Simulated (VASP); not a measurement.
# Sr (Im-3m) in VASP: convergence with k mesh

Aim: find how far k mesh must go before the results for Sr settle, at r2SCAN. This setting moves, with any that are tied to it; all else stays.

Everything below comes from runs of VASP 6.6.1. Logs are shortened: lines on timing, memory, paths and dates and some standing lists are left out, and cuts for length are marked.

### Step 1. Starting point

It takes space group Im-3m (No. 229, cubic). The conventional cell has a = 4.870 Å, b = 4.870 Å, c = 4.870 Å, α = 90.00°, β = 90.00°, γ = 90.00°. Sr (site symmetry m-3m) has 8 Sr at 4.22 Å as nearest neighbours.

This isn't the form of Sr at room conditions, which is fcc.

### Step 2. With k mesh 2 × 2 × 2

File INCAR:

```
SYSTEM = Sr
PREC = Accurate
ENCUT = 520
EDIFF = 1E-6
ISMEAR = 1
SIGMA = 0.1
LREAL = .FALSE.
LASPH = .TRUE.
NELM = 100
ALGO = Normal
ISIF = 2
LWAVE = .FALSE.
LCHARG = .FALSE.
METAGGA = R2SCAN
LMIXTAU = .TRUE.
```

File KPOINTS:

```
regular mesh
0
G
  2 2 2
  0 0 0
```

File POSCAR:

```
Sr
1.0
   -2.4350000000      2.4350000000      2.4350000000
    2.4350000000     -2.4350000000      2.4350000000
    2.4350000000      2.4350000000     -2.4350000000
Sr
1
Direct
    0.0000000000      0.0000000000      0.0000000000
```

Potentials or basis: VASP PAW PBE potentials, release 64 (Sr_sv).

The run is started by

```bash
cat potpaw_PBE.64/Sr_sv/POTCAR > POTCAR
mpirun -np 1 vasp_std > vasp.out
```

OUTCAR:

```text
SYSTEM = Sr
   PREC = Accurate
   ENCUT = 520
   EDIFF = 1E-6
   ISMEAR = 1
   LREAL = .FALSE.
   LASPH = .TRUE.
   NELM = 100
   ISIF = 2
   METAGGA = R2SCAN

 Found      3 irreducible k-points:

 Following reciprocal coordinates:
            Coordinates               Weight
  0.000000  0.000000  0.000000      1.000000
  0.500000  0.000000  0.000000      6.000000
  0.500000  0.500000  0.500000      1.000000
   k-points           NKPTS =      3   k-points in BZ     NKDIM =      3   number of bands    NBANDS=      9
   number of dos      NEDOS =    301   number of ions     NIONS =      1
   total plane-waves  NPLWV =  32768
   dimension x,y,z NGX =    32 NGY =   32 NGZ =   32
   dimension x,y,z NGXF=    64 NGYF=   64 NGZF=   64
   ions per type =               1
   NGX,Y,Z   is equivalent  to a cutoff of  12.61, 12.61, 12.61 a.u.
   NGXF,Y,Z  is equivalent  to a cutoff of  25.23, 25.23, 25.23 a.u.
 SYSTEM =  Sr
   PREC   = accura    normal or accurate (medium, high low for compatibility)
   ISTART =      0    job   : 0-new  1-cont  2-samecut
   ICHARG =      2    charge: 1-file 2-atom 10-const
   ISPIN  =      1    spin polarized calculation?
   LNONCOLLINEAR =      F non collinear calculations
   LSORBIT =      F    spin-orbit coupling
   LASPH  =      T    aspherical Exc in radial PAW
   ENCUT  =  520.0 eV  38.22 Ry    6.18 a.u.   7.84  7.84  7.84*2*pi/ulx,y,z
   NELM   =    100;   NELMIN=  2; NELMDL= -5     # of ELM steps
   EDIFF  = 0.1E-05   stopping-criterion for ELM
   LREAL  =      F    real-space projection
   EDIFFG = 0.1E-04   stopping-criterion for IOM
   NSW    =      0    number of steps for IOM
   IBRION =     -1    ionic relax: 0-MD 1-quasi-New 2-CG
   NFREE  =      0    steps in history (QN), initial steepest desc. (CG)
   ISIF   =      2    stress and relaxation
   ISYM   =      2    0-nonsym 1-usesym 2-fastsym
   POTIM  = 0.5000    time-step for ionic-motion
   TEBEG  =    0.0;   TEEND  =   0.0 temperature during run
   PSTRESS=    0.0 pullay stress
[... 35 lines left out ...]
  free energy    TOTEN  =       -14.87861041 eV

  energy without entropy =      -14.88029892  energy(sigma->0) =      -14.87917325

 E-fermi :   1.4342     XC(G=0):  -7.5907

 val. band max:        1.4231843262   @ k =   0.5000   0.5000   0.5000
 cond. band min:       1.5768117021   @ k =   0.5000   0.0000   0.0000
 fundamental gap:      0.1536273759
 Fermi energy:         1.4341631937

 k-point     1 :       0.0000    0.0000    0.0000
  band No.  band energies     occupation
      1     -36.4297      2.00000
      2     -17.7218      2.00000
      3     -17.7218      2.00000
      4     -17.7218      2.00000
      5      -2.2644      2.00000
      6       4.2633      0.00000
      7       4.2633      0.00000
      8       4.2633      0.00000
      9       5.5051      0.00000
[... 13 lines left out ...]
 k-point     3 :       0.5000    0.5000    0.5000
  band No.  band energies     occupation
      1     -36.4064      2.00000
      2     -17.8453      2.00000
      3     -17.8453      2.00000
      4     -17.8453      2.00000
      5       1.4232      1.18459
      6       1.4232      1.18459
      7       5.2842      0.00000
      8       5.2842      0.00000
      9       5.2842      0.00000

------------------------ aborting loop because EDIFF is reached ----------------------------------------

  FORCE on cell =-STRESS in cart. coord.  units (eV):
  Direction    XX          YY          ZZ          XY          YZ          ZX
  --------------------------------------------------------------------------------------
  -------------------------------------------------------------------------------------
  Total       -1.5064181     -1.5064181     -1.5064181      0.0000000      0.0000000      0.0000000
  in kB      -41.7925842    -41.7925842    -41.7925842      0.0000000      0.0000000      0.0000000
  external PRESSURE =     -41.7925842 kB  Pullay stress =       0.0000000 kB

 VOLUME and BASIS-vectors are now :
 -----------------------------------------------------------------------------
  energy-cutoff  :      520.00
  volume of cell :       57.75
      direct lattice vectors                 reciprocal lattice vectors
    -2.435000000  2.435000000  2.435000000     0.000000000  0.205338809  0.205338809
     2.435000000 -2.435000000  2.435000000     0.205338809  0.000000000  0.205338809
     2.435000000  2.435000000 -2.435000000     0.205338809  0.205338809  0.000000000

 POSITION                                       TOTAL-FORCE (eV/Angst)
 -----------------------------------------------------------------------------------
      0.00000      0.00000      0.00000        -0.000000     -0.000000      0.000000
 -----------------------------------------------------------------------------------
    total drift:                                0.000000      0.000000     -0.000000

  FREE ENERGIE OF THE ION-ELECTRON SYSTEM (eV)
  ---------------------------------------------------
  free  energy   TOTEN  =       -14.8786104060 eV

  energy  without entropy=      -14.8802989236  energy(sigma->0) =      -14.87917325
```

stdout:

```text
POSCAR found type information on POSCAR Sr
 POSCAR found :  1 types and       1 ions
 scaLAPACK will be used
 -----------------------------------------------------------------------------
|                                                                             |
|                                                                             |
|     You enforced a specific xc type in the INCAR file but a different       |
|     I HOPE YOU KNOW WHAT YOU ARE DOING!                                     |
|                                                                             |
 -----------------------------------------------------------------------------

 LDA part: xc-table for (None), standard interpolation
 POSCAR, INCAR and KPOINTS ok, starting setup
 FFT: planning ... GRIDC
 FFT: planning ... GRID_SOFT
 FFT: planning ... GRID
 WAVECAR not read
 entering main loop
```

Wall time 20 s (1 thread of AMD EPYC 9R45 (Zen 5), shared host); peak memory 0.15 GiB.

What came out:

```
Free energy            : -14.8786 eV
Pressure               : -4.2 GPa
Band gap on the k mesh : none (metal or under the smearing width)
```

### Step 3. With k mesh 3 × 3 × 3

INCAR is that of step 2.

File KPOINTS:

```
regular mesh
0
G
  3 3 3
  0 0 0
```

POSCAR is that of step 2.

Potentials or basis: VASP PAW PBE potentials, release 64 (Sr_sv).

The run is started by

```bash
cat potpaw_PBE.64/Sr_sv/POTCAR > POTCAR
mpirun -np 1 vasp_std > vasp.out
```

Wall time 18 s (1 thread of AMD EPYC 9R45 (Zen 5), shared host); peak memory 0.15 GiB.

Results:

```
Free energy            : -14.9075 eV
Pressure               : 0.1 GPa
Band gap on the k mesh : none (metal or under the smearing width)
```

### Step 4. With k mesh 4 × 4 × 4

INCAR is that of step 3.

File KPOINTS:

```
regular mesh
0
G
  4 4 4
  0 0 0
```

POSCAR is that of step 3.

The run is started by

```bash
cat potpaw_PBE.64/Sr_sv/POTCAR > POTCAR
mpirun -np 1 vasp_std > vasp.out
```

Wall time 30 s (1 thread of AMD EPYC 9R45 (Zen 5), shared host); peak memory 0.16 GiB.

What came out:

| Item | Value |
| --- | --- |
| Free energy | -15.0708 eV |
| Pressure | -0.7 GPa |
| Band gap on the k mesh | none (metal or under the smearing width) |

### Step 5. With k mesh 5 × 5 × 5

INCAR is that of step 4.

File KPOINTS:

```
regular mesh
0
G
  5 5 5
  0 0 0
```

POSCAR is that of step 4.

The run is started by

```bash
cat potpaw_PBE.64/Sr_sv/POTCAR > POTCAR
mpirun -np 1 vasp_std > vasp.out
```

It took 32 s on 1 thread of AMD EPYC 9R45 (Zen 5), shared host; peak memory 0.15 GiB.

What came out:

| Quantity | Value |
| --- | --- |
| Free energy | -15.0794 eV |
| Pressure | -0.2 GPa |
| Band gap on the k mesh | none (metal or under the smearing width) |

### Step 6. With k mesh 6 × 6 × 6

INCAR is that of step 5.

File KPOINTS:

```
regular mesh
0
G
  6 6 6
  0 0 0
```

POSCAR is that of step 5.

Potentials or basis: VASP PAW PBE potentials, release 64 (Sr_sv).

The run is started by

```bash
cat potpaw_PBE.64/Sr_sv/POTCAR > POTCAR
mpirun -np 1 vasp_std > vasp.out
```

It took 42 s on 1 thread of AMD EPYC 9R45 (Zen 5), shared host; peak memory 0.15 GiB.

Results:

* Free energy: -15.0794 eV
* Pressure: -0.4 GPa
* Band gap on the k mesh: none (metal or under the smearing width)

### Step 7. With k mesh 7 × 7 × 7

INCAR is that of step 6.

File KPOINTS:

```
regular mesh
0
G
  7 7 7
  0 0 0
```

POSCAR is that of step 6.

The run is started by

```bash
cat potpaw_PBE.64/Sr_sv/POTCAR > POTCAR
mpirun -np 1 vasp_std > vasp.out
```

It took 43 s on 1 thread of AMD EPYC 9R45 (Zen 5), shared host; peak memory 0.15 GiB.

What came out:

- Free energy: -15.0863 eV
- Pressure: -0.4 GPa
- Band gap on the k mesh: none (metal or under the smearing width)

### Step 8. With k mesh 9 × 9 × 9

INCAR is that of step 7.

File KPOINTS:

```
regular mesh
0
G
  9 9 9
  0 0 0
```

POSCAR is that of step 7.

The run is started by

```bash
cat potpaw_PBE.64/Sr_sv/POTCAR > POTCAR
mpirun -np 1 vasp_std > vasp.out
```

Run time: 81 s. Hardware: 1 thread of AMD EPYC 9R45 (Zen 5), shared host; peak memory 0.16 GiB.

What came out:

- Free energy: -15.0822 eV
- Pressure: -0.3 GPa
- Band gap on the k mesh: none (metal or under the smearing width)

### Step 9. With k mesh 11 × 11 × 11

INCAR is that of step 8.

File KPOINTS:

```
regular mesh
0
G
  11 11 11
  0 0 0
```

POSCAR is that of step 8.

Potentials or basis: VASP PAW PBE potentials, release 64 (Sr_sv).

The run is started by

```bash
cat potpaw_PBE.64/Sr_sv/POTCAR > POTCAR
mpirun -np 1 vasp_std > vasp.out
```

It took 2 min on 1 thread of AMD EPYC 9R45 (Zen 5), shared host; peak memory 0.17 GiB.

What came out:

```
Free energy            : -15.0863 eV
Pressure               : -0.4 GPa
Band gap on the k mesh : none (metal or under the smearing width)
```

### Step 10. With k mesh 13 × 13 × 13

INCAR is that of step 9.

File KPOINTS:

```
regular mesh
0
G
  13 13 13
  0 0 0
```

POSCAR is that of step 9.

The run is started by

```bash
cat potpaw_PBE.64/Sr_sv/POTCAR > POTCAR
mpirun -np 1 vasp_std > vasp.out
```

Run time: 3.3 min. Hardware: 1 thread of AMD EPYC 9R45 (Zen 5), shared host; peak memory 0.18 GiB.

The run converged. Its results:

```
Free energy            : -15.0866 eV
Pressure               : -0.4 GPa
Band gap on the k mesh : none (metal or under the smearing width)
```

### Step 11. The series at a glance

```tsv
k mesh	energy less the tightest run, at zero smearing (meV/atom)	pressure (GPa)	SCF cycles	CPU time (s)	peak memory (GiB)
2 × 2 × 2	207.37	-4.18	30	19	0.15
3 × 3 × 3	184.01	0.11	23	17	0.15
4 × 4 × 4	17.37	-0.69	28	29	0.16
5 × 5 × 5	8.59	-0.19	30	31	0.15
6 × 6 × 6	7.66	-0.43	27	41	0.15
7 × 7 × 7	1.06	-0.37	23	42	0.15
9 × 9 × 9	5.49	-0.31	28	80	0.16
11 × 11 × 11	0.24	-0.35	31	120	0.17
13 × 13 × 13	0.00	-0.41	30	200	0.18
```

Against the tightest run, the energy stays within 1 meV/atom from 11 × 11 × 11 on; the pressure stays within 0.1 GPa from 6 × 6 × 6 on. Meshes of other sizes hit other points, so gaps and Fermi surfaces needn't settle smoothly. The tightest run that finished is the yardstick and may itself not be fully converged.

Caveats: the PAW data sets were made with another functional, which shifts forces and pressure a little.
